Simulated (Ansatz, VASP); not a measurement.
One calculation of SrTiO3, two programs

Contents of INCAR:

```
  PREC = Accurate
  ENCUT = 520
  EDIFF = 1E-6
  ISMEAR = 0
  SIGMA = 0.05
  LREAL = F
  LASPH = T
  NELM = 60
  ALGO = Normal
  ISIF = 2
  LWAVE = F
  LCHARG = F
  GGA = PS
  NBANDS = 28
```

Contents of KPOINTS:

```
Automatic mesh
0
Gamma
  8 8 8
```

The input POSCAR:

```
SrTiO3
1.0
    3.8913815400      0.0000000000      0.0000000000
    0.0000000000      3.8913815400      0.0000000000
    0.0000000000      0.0000000000      3.8913815400
Sr Ti O
1 1 3
Direct
   -0.0329430420      0.0000000000      0.0000000000
    0.5754351160      0.5000000000      0.5000000000
   -0.0174796051      0.5000000000      0.5000000000
    0.4861014078      0.0000000000      0.5000000000
    0.4861014078      0.5000000000      0.0000000000
```

Input for Ansatz:

```yaml
crystal:
  lattice:
    - [3.89138154, 0.0, 0.0]
    - [0.0, 3.89138154, 0.0]
    - [0.0, 0.0, 3.89138154]
  atoms:
    - { symbol: Sr, position: [-0.032943042, 0.0, 0.0] }
    - { symbol: Ti, position: [0.575435116, 0.5, 0.5] }
    - { symbol: O, position: [-0.0174796051, 0.5, 0.5] }
    - { symbol: O, position: [0.4861014078, 0.0, 0.5] }
    - { symbol: O, position: [0.4861014078, 0.5, 0.0] }
basis:
  ecutwfc: 520.0
kpoints:
  mp_grid: { grid: [8, 8, 8] }
hamiltonian:
  xc: pbesol
  pseudopotentials: { kind: paw, azcp: { folder: soft_1 } }
scf:
  occupations: { method: gaussian, width: 0.05 }
output:
  forces: true
  stress: true
  eigenvalues: true
```

Change from the starting cell: mode 1 frozen in at -0.124 Å and mode 7 at +0.224 Å (largest displacements).

Alike in both runs: task single point; functional PBEsol; k mesh 8 × 8 × 8; occupations gaussian, width 0.05 eV; no spin polarisation.

|  | VASP | Ansatz |
| --- | --- | --- |
| version | VASP 6.6.1 | Ansatz 0.2.0 |
| potentials or method | VASP PAW PBE potentials, release 64 (Sr_sv, Ti_sv, O) | scalar-relativistic, plane waves, PAW |
| plane-wave cutoff (eV) | 520 | 520 |
| valence electrons in the cell | 40 | 40 |

```csv
,VASP,Ansatz,Ansatz less VASP
gap on the k mesh at the Fermi level (eV),1.88,1.92,+0.046
least direct gap on the mesh (eV),2.61,2.65,+0.036
pressure (GPa),12.7,11.7,-0.98
largest component of the traceless stress (GPa),19.04,18.01,-1.026
rms of the force components (eV/Å),2.993,2.836,-0.1566
```

Atom by atom the forces differ by 0.159 eV/Å (rms over components). Ansatz warned: «pseudo_functional_mismatch».

Caveats: the PAW data sets were made with another functional, which shifts forces and pressure a little (VASP). A k mesh can miss the band edges.
